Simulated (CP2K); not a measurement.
BP:

```
CELL_PARAMETERS angstrom
3.20885 0.00000 0.00000
1.60443 2.77895 0.00000
1.60443 0.92632 2.62002
ATOMIC_POSITIONS crystal
P 0.75000 0.75000 0.75000
B 0.00000 0.00000 0.00000
```

Program: CP2K 2026.2. Alike in all runs: potentials or basis POTENTIAL_UZH P GTH-PBE-q5, B GTH-PBE-q3; TZVP-MOLOPT-PBE-GTH basis; no spin polarisation; cell as given; k mesh 10 × 10 × 10; smearing fermi-dirac 0.05 eV.

Question: Order these runs on this cell by their band gap on the k mesh, lowest first.
A. level PBEsol; EPS_DEFAULT 1.0E-10; CUTOFF of the grids 450 Ry
B. level vdW-DF2; EPS_DEFAULT 1.0E-9; hirshfeld SHAPE_FUNCTION GAUSSIAN; VORONOI_RADII UNITY; CUTOFF of the grids 675 Ry; cutoff of the non-local correlation (Ry) 300
C. level PW91; EPS_DEFAULT 1.0E-9; hirshfeld SHAPE_FUNCTION GAUSSIAN; VORONOI_RADII UNITY; CUTOFF of the grids 675 Ry

Answer: A (1.23 eV), C (1.40 eV), B (1.77 eV).

Caveats: the basis of atomic orbitals isn't converged, which shifts pressures, moduli and gaps.

A k mesh can miss the band edges.

Not every run made on this cell is shown here.
